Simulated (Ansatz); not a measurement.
Free-standing chains of the atoms of Al, named by their start (strip: triangular double chain, ladder: square double chain); atoms and period are relaxed, and energies count from relaxed bulk Al (Fm-3m, 16.50 Å³/atom, gap on the mesh 0.00 eV).

Method: Ansatz 0.2.0, DFT PBE, scalar-relativistic, plane waves, PAW.

Plane waves to 420 eV, a k mesh through Γ of 1×1×13 on the computed 4-atom cell and Gaussian smearing (0.05 eV); collinear spin from starting moments 0.5 0.5 0.5 0.5 μB.

Start (ladder chain):

```xyz
4
Lattice="11.7000 0.0000 0.0000 0.0000 9.3000 0.0000 0.0000 0.0000 5.1439" Properties=species:S:1:pos:R:3 pbc="T T T"
Al    4.4997    4.6500    0.0000
Al    4.4997    4.6500    2.5720
Al    7.2003    4.6500    0.0000
Al    7.2003    4.6500    2.5720
```

What does the relaxation give?

The free energy falls by 9 meV/atom.

| Quantity | Value |
| --- | --- |
| excess energy (eV per host atom) | 1.249 |
| period (Å) | 5.016 |
| gap on the mesh (eV) | 0 |
| highest filled level or Fermi level under vacuum (eV) | 4.20 |
| size of the moment (μB per cell) | 0.00 |

Relaxed structure:
```xyz
4
Lattice="11.7000 0.0000 0.0000 0.0000 9.3000 0.0000 0.0000 0.0000 5.0165" Properties=species:S:1:pos:R:3 pbc="T T T"
Al    4.5050    4.6500    0.0000
Al    4.5050    4.6500    2.5082
Al    7.1950    4.6500    0.0000
Al    7.1950    4.6500    2.5082
```

Each run keeps its start's symmetry and one magnetic start, so lower states can exist.

The run took 3.3 min on 2 threads of Intel(R) Xeon(R) Processor @ 2.50GHz (Skylake/Cascade Lake), on a shared host, peak memory 0.7 GiB.